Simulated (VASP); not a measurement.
# BN in VASP: notebook, part 2 of 2

VASP 6.6.1. Earlier steps stand in the parts before.

## Step 3: Single point, LDA

Contents of INCAR:

```
PREC = Accurate
ENCUT = 460
EDIFF = 1E-7
ISMEAR = 0
SIGMA = 0.05
LREAL = Auto
LASPH = T
NELM = 100
ALGO = Normal
ISIF = 2
LWAVE = F
LCHARG = F
GGA = CA
NBANDS = 26
ADDGRID = F
```

Contents of KPOINTS:

```
Automatic mesh
0
Gamma
  2 4 3
```

Contents of POSCAR:

```
BN
1.0
    4.8800890000      0.0000000000      0.0000000000
    0.0000000000      2.5914640000      0.0000000000
    0.0000000000      0.0000000000      4.2920490000
N B
4 4
Direct
    0.3126810000      0.7789050000      0.1007580000
    0.6862050000      0.2199960000      0.9104900000
    0.1885540000      0.2516410000      0.5901280000
    0.8143530000      0.7609560000      0.4059790000
    0.3484130000      0.2497860000      0.9057480000
    0.1724810000      0.7260260000      0.4021060000
    0.8489350000      0.2255820000      0.5905950000
    0.6397780000      0.7695720000      0.0911510000
```

Potentials or basis: VASP PAW LDA potentials, release 64 (N, B).

On the command line:

```sh
> cat potpaw_LDA.64/N/POTCAR potpaw_LDA.64/B/POTCAR > POTCAR
> mpirun -np 1 vasp_std > vasp.out
```

OUTCAR:

```text
PREC = Accurate
   ENCUT = 460
   EDIFF = 1E-7
   ISMEAR = 0
   LREAL = Auto
   LASPH = T
   NELM = 100
   ISIF = 2
   GGA = CA

 Found     14 irreducible k-points:

 Following reciprocal coordinates:
            Coordinates               Weight
  0.000000  0.000000  0.000000      1.000000
  0.500000  0.000000  0.000000      1.000000
  0.000000  0.250000  0.000000      2.000000
  0.500000  0.250000  0.000000      2.000000
  0.000000  0.500000  0.000000      1.000000
  0.500000  0.500000  0.000000      1.000000
   k-points           NKPTS =     14   k-points in BZ     NKDIM =     14   number of bands    NBANDS=     26
   number of dos      NEDOS =    301   number of ions     NIONS =      8
   total plane-waves  NPLWV =  19440
   dimension x,y,z NGX =    36 NGY =   18 NGZ =   30
   dimension x,y,z NGXF=    72 NGYF=   36 NGZF=   60
   ions per type =               4   4
   NGX,Y,Z   is equivalent  to a cutoff of  12.26, 11.55, 11.62 a.u.
   NGXF,Y,Z  is equivalent  to a cutoff of  24.53, 23.09, 23.24 a.u.
 SYSTEM =  unknown system
   PREC   = accura    normal or accurate (medium, high low for compatibility)
   ISTART =      0    job   : 0-new  1-cont  2-samecut
   ICHARG =      2    charge: 1-file 2-atom 10-const
   ISPIN  =      1    spin polarized calculation?
   LNONCOLLINEAR =      F non collinear calculations
   LSORBIT =      F    spin-orbit coupling
   LASPH  =      T    aspherical Exc in radial PAW
   ENCUT  =  460.0 eV  33.81 Ry    5.81 a.u.   8.53  4.53  7.51*2*pi/ulx,y,z
   NELM   =    100;   NELMIN=  2; NELMDL= -5     # of ELM steps
   EDIFF  = 0.1E-06   stopping-criterion for ELM
   LREAL  =      T    real-space projection
   EDIFFG = 0.1E-05   stopping-criterion for IOM
   NSW    =      0    number of steps for IOM
   IBRION =     -1    ionic relax: 0-MD 1-quasi-New 2-CG
   NFREE  =      0    steps in history (QN), initial steepest desc. (CG)
   ISIF   =      2    stress and relaxation
   ISYM   =      2    0-nonsym 1-usesym 2-fastsym
   POTIM  = 0.5000    time-step for ionic-motion
   TEBEG  =    0.0;   TEEND  =   0.0 temperature during run
   PSTRESS=    0.0 pullay stress
   NELECT =      32.0000    total number of electrons
   NUPDOWN=      -1.0000    fix difference up-down
   EMIN   =  10.00;   EMAX   =-10.00  energy-range for DOS
   EFERMI =   0.00;   METHOD = LEGACY
   ISMEAR =     0;   SIGMA  =   0.05  broadening in eV -4-tet -1-fermi 0-gaus
   EFERMI_NEDOS =   21; number of points for ismear=-14 and -15
   IALGO  =     38    algorithm
   IMIX   =      4    mixing-type and parameters
     AMIX     =   0.40;   BMIX     =  1.00
     AMIX_MAG =   1.60;   BMIX_MAG =  1.00
  volume/ion in A,a.u.               =       6.78        45.79
  Fermi-wavevector in a.u.,A,eV,Ry     =   1.372711  2.594047 25.637923  1.884334
  Thomas-Fermi vector in A             =   2.498293
   LORBIT       =      0    0 simple, 1 ext, 2 COOP (PROOUT), +10 PAW based schemes
   GGA     = CA    functional components
   LHFCALC =     F    Hartree Fock is set to
   AEXX    =    0.0000 exact exchange contribution
   IVDW    =     0    specifies the selected vdW correction
   LEPSILON=     F    determine dielectric tensor
   LRPA    =     F    only Hartree local field effects (RPA)
 non-spin polarized calculation
 Gauss-broadening in eV      SIGMA  =   0.05
  energy-cutoff  :      460.00
  volume of cell :       54.28
 maximum number of plane-waves:      1239
 NGX is ok and might be reduce to    36

 number of electron      31.9999997 magnetization

 Free energy of the ion-electron system (eV)
  ---------------------------------------------------
  ext. energy  EPLUGINS =         0.00000000
  ---------------------------------------------------
  free energy    TOTEN  =       -74.81922942 eV

  energy without entropy =      -74.81922942  energy(sigma->0) =      -74.81922942

 E-fermi :   5.9292     XC(G=0): -12.1737

 val. band max:        5.6412896868   @ k =   0.0000   0.0000   0.0000
 cond. band min:      10.9962626449   @ k =   0.5000   0.0000   0.3333
 fundamental gap:      5.3549729581
 Fermi energy:         5.9291681281

 k-point     1 :       0.0000    0.0000    0.0000
  band No.  band energies     occupation
      1     -14.0519      2.00000
      2     -11.4305      2.00000
      3     -10.4046      2.00000
      4      -8.3408      2.00000
      5      -3.2191      2.00000
      6      -2.8635      2.00000
[... 163 lines left out ...]
     25      18.5185      0.00000
     26      18.7388      0.00000

 [... further k-points ...]

------------------------ aborting loop because EDIFF is reached ----------------------------------------

  FORCE on cell =-STRESS in cart. coord.  units (eV):
  Direction    XX          YY          ZZ          XY          YZ          ZX
  --------------------------------------------------------------------------------------
  -------------------------------------------------------------------------------------
  Total       -5.1564340     -0.8570994     -2.2515266      1.2586565     -2.0280434     -0.7042958
  in kB     -152.2027332    -25.2990490    -66.4584288     37.1518309    -59.8618647    -20.7887363
  external PRESSURE =     -81.3200703 kB  Pullay stress =       0.0000000 kB

 VOLUME and BASIS-vectors are now :
 -----------------------------------------------------------------------------
  energy-cutoff  :      460.00
  volume of cell :       54.28
      direct lattice vectors                 reciprocal lattice vectors
     4.880089000  0.000000000  0.000000000     0.204914296  0.000000000  0.000000000
     0.000000000  2.591464000  0.000000000     0.000000000  0.385882266  0.000000000
     0.000000000  0.000000000  4.292049000     0.000000000  0.000000000  0.232988952

 POSITION                                       TOTAL-FORCE (eV/Angst)
 -----------------------------------------------------------------------------------
      1.52591      2.01850      0.43246         0.700396     -2.349201     -0.633566
      3.34874      0.57011      3.90787        -0.431576      3.497518     -2.424604
      0.92016      0.65212      2.53286         0.498270     -1.346055      1.818945
      3.97412      1.97199      1.74248        -0.173792     -2.446626     -1.419194
      1.70029      0.64731      3.88751        -0.860179      1.306273     -1.227471
      0.84172      1.88147      1.72586        -1.374473      2.174132      0.046572
      4.14288      0.58459      2.53486        -0.690746      2.118298      1.263999
      3.12217      1.99432      0.39122         2.332100     -2.954339      2.575320
 -----------------------------------------------------------------------------------
    total drift:                                0.000578      0.000379      0.001364

  FREE ENERGIE OF THE ION-ELECTRON SYSTEM (eV)
  ---------------------------------------------------
  free  energy   TOTEN  =       -74.8192294204 eV

  energy  without entropy=      -74.8192294204  energy(sigma->0) =      -74.81922942
```

OSZICAR:

```text
N       E                     dE             d eps       ncg     rms          rms(c)
DAV:   1     0.938904642200E+02    0.93890E+02   -0.15522E+04   728   0.107E+03
DAV:   2    -0.735127836912E+02   -0.16740E+03   -0.15712E+03   932   0.250E+02
DAV:   3    -0.802837738339E+02   -0.67710E+01   -0.67249E+01  1000   0.490E+01
DAV:   4    -0.803399326125E+02   -0.56159E-01   -0.56105E-01   912   0.473E+00
DAV:   5    -0.803406640623E+02   -0.73145E-03   -0.73122E-03   966   0.516E-01    0.138E+01
DAV:   6    -0.754229925288E+02    0.49177E+01   -0.11147E+01   866   0.191E+01    0.604E+00
DAV:   7    -0.749637193364E+02    0.45927E+00   -0.72416E-01   924   0.490E+00    0.373E+00
DAV:   8    -0.748229491323E+02    0.14077E+00   -0.25700E-01   868   0.293E+00    0.404E-01
DAV:   9    -0.748192746292E+02    0.36745E-02   -0.18582E-02   892   0.875E-01    0.222E-01
DAV:  10    -0.748192175219E+02    0.57107E-04   -0.87703E-04   990   0.197E-01    0.577E-02
DAV:  11    -0.748192291085E+02   -0.11587E-04   -0.15166E-04   886   0.782E-02    0.253E-02
DAV:  12    -0.748192289729E+02    0.13561E-06   -0.13740E-05   950   0.259E-02    0.855E-03
DAV:  13    -0.748192293618E+02   -0.38893E-06   -0.13141E-06   920   0.769E-03    0.313E-03
DAV:  14    -0.748192294204E+02   -0.58518E-07   -0.15891E-07   620   0.309E-03
   1 F= -.74819229E+02 E0= -.74819229E+02  d E =-.471516E-17
```

Wall time 19 s (1 thread of Intel Xeon Platinum 8259CL at 2.50GHz (Skylake/Cascade Lake), shared host); peak memory 0.13 GiB.

These settings aren't checked as converged: the numbers below hold their error.

Results:

```
Free energy            : -74.8192 eV
Pressure               : -8.1 GPa
Largest force          : 4.561 eV/Å
Band gap on the k mesh : 5.35 eV, indirect (least direct gap 5.78 eV)
```

Caveat: the k mesh is coarse (spacing up to 0.64 Å⁻¹), so the values aren't converged; the cutoff is under 1.25 times the usual one of these potentials, so pressure, stress and relaxed cells hold a basis-set (Pulay) error; an odd mesh through Γ misses points on the zone boundary, where band edges often lie.

## Step 4: Single point, LDA

INCAR, as its differences from that of step 3:

```diff
@@ -2,6 +2,6 @@
 ENCUT = 460
-EDIFF = 1E-7
+EDIFF = 0.001
 ISMEAR = 0
 SIGMA = 0.05
-LREAL = Auto
+LREAL = F
 LASPH = T
```

KPOINTS is that of step 3.

POSCAR is that of step 3.

Potentials or basis: VASP PAW LDA potentials, release 64 (N, B).

On the command line:

```sh
> cat potpaw_LDA.64/N/POTCAR potpaw_LDA.64/B/POTCAR > POTCAR
> mpirun -np 1 vasp_std > vasp.out
```

OUTCAR:

```text
PREC = Accurate
   ENCUT = 460
   EDIFF = 0.001
   ISMEAR = 0
   LREAL = F
   LASPH = T
   NELM = 100
   ISIF = 2
   GGA = CA

 Found     14 irreducible k-points:

 Following reciprocal coordinates:
            Coordinates               Weight
  0.000000  0.000000  0.000000      1.000000
  0.500000  0.000000  0.000000      1.000000
  0.000000  0.250000  0.000000      2.000000
  0.500000  0.250000  0.000000      2.000000
  0.000000  0.500000  0.000000      1.000000
  0.500000  0.500000  0.000000      1.000000
   k-points           NKPTS =     14   k-points in BZ     NKDIM =     14   number of bands    NBANDS=     26
   number of dos      NEDOS =    301   number of ions     NIONS =      8
   total plane-waves  NPLWV =  19440
   dimension x,y,z NGX =    36 NGY =   18 NGZ =   30
   dimension x,y,z NGXF=    72 NGYF=   36 NGZF=   60
   ions per type =               4   4
   NGX,Y,Z   is equivalent  to a cutoff of  12.26, 11.55, 11.62 a.u.
   NGXF,Y,Z  is equivalent  to a cutoff of  24.53, 23.09, 23.24 a.u.
 SYSTEM =  unknown system
   PREC   = accura    normal or accurate (medium, high low for compatibility)
   ISTART =      0    job   : 0-new  1-cont  2-samecut
[... 66 lines left out ...]
      1     -14.0521      2.00000
      2     -11.4304      2.00000
      3     -10.4037      2.00000
      4      -8.3397      2.00000
      5      -3.2183      2.00000
      6      -2.8632      2.00000
[... 163 lines left out ...]
     25      18.5193      0.00000
     26      18.7402      0.00000

 [... further k-points ...]

------------------------ aborting loop because EDIFF is reached ----------------------------------------

  FORCE on cell =-STRESS in cart. coord.  units (eV):
  Direction    XX          YY          ZZ          XY          YZ          ZX
  --------------------------------------------------------------------------------------
  -------------------------------------------------------------------------------------
  Total       -5.2452523     -0.9177616     -2.3155587      1.2619447     -2.0348373     -0.7040981
  in kB     -154.8243881    -27.0896180    -68.3484678     37.2488876    -60.0623987    -20.7828993
  external PRESSURE =     -83.4208246 kB  Pullay stress =       0.0000000 kB

 VOLUME and BASIS-vectors are now :
 -----------------------------------------------------------------------------
  energy-cutoff  :      460.00
  volume of cell :       54.28
      direct lattice vectors                 reciprocal lattice vectors
     4.880089000  0.000000000  0.000000000     0.204914296  0.000000000  0.000000000
     0.000000000  2.591464000  0.000000000     0.000000000  0.385882266  0.000000000
     0.000000000  0.000000000  4.292049000     0.000000000  0.000000000  0.232988952

 POSITION                                       TOTAL-FORCE (eV/Angst)
 -----------------------------------------------------------------------------------
      1.52591      2.01850      0.43246         0.700043     -2.350398     -0.636672
      3.34874      0.57011      3.90787        -0.432365      3.500488     -2.425189
      0.92016      0.65212      2.53286         0.498231     -1.347526      1.819059
      3.97412      1.97199      1.74248        -0.174523     -2.450253     -1.419357
      1.70029      0.64731      3.88751        -0.856226      1.306657     -1.226633
      0.84172      1.88147      1.72586        -1.376102      2.176068      0.047431
      4.14288      0.58459      2.53486        -0.687371      2.121390      1.265580
      3.12217      1.99432      0.39122         2.328313     -2.956426      2.575780
 -----------------------------------------------------------------------------------
    total drift:                               -0.000758     -0.000308      0.002677

  FREE ENERGIE OF THE ION-ELECTRON SYSTEM (eV)
  ---------------------------------------------------
  free  energy   TOTEN  =       -74.8179654256 eV

  energy  without entropy=      -74.8179654256  energy(sigma->0) =      -74.81796543
```

OSZICAR:

```text
N       E                     dE             d eps       ncg     rms          rms(c)
DAV:   1     0.938915931843E+02    0.93892E+02   -0.15522E+04   728   0.107E+03
DAV:   2    -0.735117099706E+02   -0.16740E+03   -0.15712E+03   932   0.250E+02
DAV:   3    -0.802827200469E+02   -0.67710E+01   -0.67249E+01  1000   0.490E+01
DAV:   4    -0.803388784469E+02   -0.56158E-01   -0.56105E-01   912   0.473E+00
DAV:   5    -0.803396093826E+02   -0.73094E-03   -0.73070E-03   958   0.516E-01    0.138E+01
DAV:   6    -0.754217503655E+02    0.49179E+01   -0.11147E+01   866   0.191E+01    0.604E+00
DAV:   7    -0.749624676471E+02    0.45928E+00   -0.72425E-01   924   0.491E+00    0.373E+00
DAV:   8    -0.748217041281E+02    0.14076E+00   -0.25700E-01   868   0.293E+00    0.404E-01
DAV:   9    -0.748180281856E+02    0.36759E-02   -0.18584E-02   892   0.875E-01    0.222E-01
DAV:  10    -0.748179654256E+02    0.62760E-04   -0.82065E-04   632   0.197E-01
   1 F= -.74817965E+02 E0= -.74817965E+02  d E =-.905936E-18
```

It took 8.6 s on 1 thread of Intel Xeon Platinum 8259CL at 2.50GHz (Skylake/Cascade Lake), shared host; peak memory 0.13 GiB.

These settings aren't checked as converged: the numbers below hold their error.

Results:

```yaml
Free_energy: -74.8180 eV
Pressure: -8.3 GPa
Largest_force: 4.560 eV/Å
Band_gap_on_the_k_mesh: 5.35 eV, indirect (least direct gap 5.78 eV)
```

Caveat: the k mesh is coarse (spacing up to 0.64 Å⁻¹), so the values aren't converged; the cutoff is under 1.25 times the usual one of these potentials, so pressure, stress and relaxed cells hold a basis-set (Pulay) error; an odd mesh through Γ misses points on the zone boundary, where band edges often lie.

## Step 5: Single point, LDA

INCAR, as its differences from that of step 4:

```diff
@@ -2,3 +2,3 @@
 ENCUT = 460
-EDIFF = 0.001
+EDIFF = 1E-5
 ISMEAR = 0
```

KPOINTS is that of step 4.

POSCAR is that of step 4.

Potentials or basis: VASP PAW LDA potentials, release 64 (N, B).

On the command line:

```sh
> cat potpaw_LDA.64/N/POTCAR potpaw_LDA.64/B/POTCAR > POTCAR
> mpirun -np 1 vasp_std > vasp.out
```

OUTCAR:

```text
PREC = Accurate
   ENCUT = 460
   EDIFF = 1E-5
   ISMEAR = 0
   LREAL = F
   LASPH = T
   NELM = 100
   ISIF = 2
   GGA = CA

 Found     14 irreducible k-points:

 Following reciprocal coordinates:
            Coordinates               Weight
  0.000000  0.000000  0.000000      1.000000
  0.500000  0.000000  0.000000      1.000000
  0.000000  0.250000  0.000000      2.000000
  0.500000  0.250000  0.000000      2.000000
  0.000000  0.500000  0.000000      1.000000
[... 258 lines left out ...]
  Total       -5.1561396     -0.8581261     -2.2504856      1.2584061     -2.0277435     -0.7050362
  in kB     -152.1940421    -25.3293544    -66.4277026     37.1444392    -59.8530120    -20.8105916
  external PRESSURE =     -81.3170330 kB  Pullay stress =       0.0000000 kB

 VOLUME and BASIS-vectors are now :
 -----------------------------------------------------------------------------
  energy-cutoff  :      460.00
  volume of cell :       54.28
      direct lattice vectors                 reciprocal lattice vectors
     4.880089000  0.000000000  0.000000000     0.204914296  0.000000000  0.000000000
     0.000000000  2.591464000  0.000000000     0.000000000  0.385882266  0.000000000
     0.000000000  0.000000000  4.292049000     0.000000000  0.000000000  0.232988952

 POSITION                                       TOTAL-FORCE (eV/Angst)
 -----------------------------------------------------------------------------------
      1.52591      2.01850      0.43246         0.698399     -2.349501     -0.636824
      3.34874      0.57011      3.90787        -0.432371      3.498365     -2.423488
      0.92016      0.65212      2.53286         0.498925     -1.346749      1.817517
      3.97412      1.97199      1.74248        -0.174030     -2.448475     -1.417712
      1.70029      0.64731      3.88751        -0.859589      1.306253     -1.226784
      0.84172      1.88147      1.72586        -1.373181      2.175380      0.047154
      4.14288      0.58459      2.53486        -0.690519      2.118576      1.264831
      3.12217      1.99432      0.39122         2.332366     -2.953850      2.575305
 -----------------------------------------------------------------------------------
    total drift:                               -0.000096      0.000098     -0.000436

  FREE ENERGIE OF THE ION-ELECTRON SYSTEM (eV)
  ---------------------------------------------------
  free  energy   TOTEN  =       -74.8179823787 eV

  energy  without entropy=      -74.8179823787  energy(sigma->0) =      -74.81798238
```

OSZICAR:

```text
N       E                     dE             d eps       ncg     rms          rms(c)
DAV:   1     0.938915931843E+02    0.93892E+02   -0.15522E+04   728   0.107E+03
DAV:   2    -0.735117099706E+02   -0.16740E+03   -0.15712E+03   932   0.250E+02
DAV:   3    -0.802827200469E+02   -0.67710E+01   -0.67249E+01  1000   0.490E+01
DAV:   4    -0.803388784469E+02   -0.56158E-01   -0.56105E-01   912   0.473E+00
DAV:   5    -0.803396098944E+02   -0.73145E-03   -0.73122E-03   966   0.516E-01    0.138E+01
DAV:   6    -0.754217488421E+02    0.49179E+01   -0.11148E+01   866   0.191E+01    0.604E+00
DAV:   7    -0.749624741146E+02    0.45927E+00   -0.72420E-01   924   0.490E+00    0.373E+00
DAV:   8    -0.748217042157E+02    0.14077E+00   -0.25702E-01   868   0.293E+00    0.404E-01
DAV:   9    -0.748180281836E+02    0.36760E-02   -0.18585E-02   892   0.875E-01    0.222E-01
DAV:  10    -0.748179710823E+02    0.57101E-04   -0.87718E-04   982   0.197E-01    0.577E-02
DAV:  11    -0.748179826703E+02   -0.11588E-04   -0.15166E-04   886   0.782E-02    0.253E-02
DAV:  12    -0.748179823787E+02    0.29157E-06   -0.12167E-05   544   0.259E-02
   1 F= -.74817982E+02 E0= -.74817982E+02  d E =-.259547E-17
```

stdout:

```text
POSCAR found type information on POSCAR N B
 POSCAR found :  2 types and       8 ions
 scaLAPACK will be used
 LDA part: xc-table for (Slater(with rela. corr.)+CA(PZ))
 , standard interpolation
 POSCAR, INCAR and KPOINTS ok, starting setup
 FFT: planning ... GRIDC
 FFT: planning ... GRID_SOFT
 FFT: planning ... GRID
 WAVECAR not read
 entering main loop
```

It took 11 s on 1 thread of Intel Xeon Platinum 8259CL at 2.50GHz (Skylake/Cascade Lake), shared host; peak memory 0.13 GiB.

These settings aren't checked as converged: the numbers below hold their error.

Results:

```yaml
Free_energy: -74.8180 eV
Pressure: -8.1 GPa
Largest_force: 4.560 eV/Å
Band_gap_on_the_k_mesh: 5.35 eV, indirect (least direct gap 5.78 eV)
```

Caveat: the k mesh is coarse (spacing up to 0.64 Å⁻¹), so the values aren't converged; the cutoff is under 1.25 times the usual one of these potentials, so pressure, stress and relaxed cells hold a basis-set (Pulay) error; an odd mesh through Γ misses points on the zone boundary, where band edges often lie.
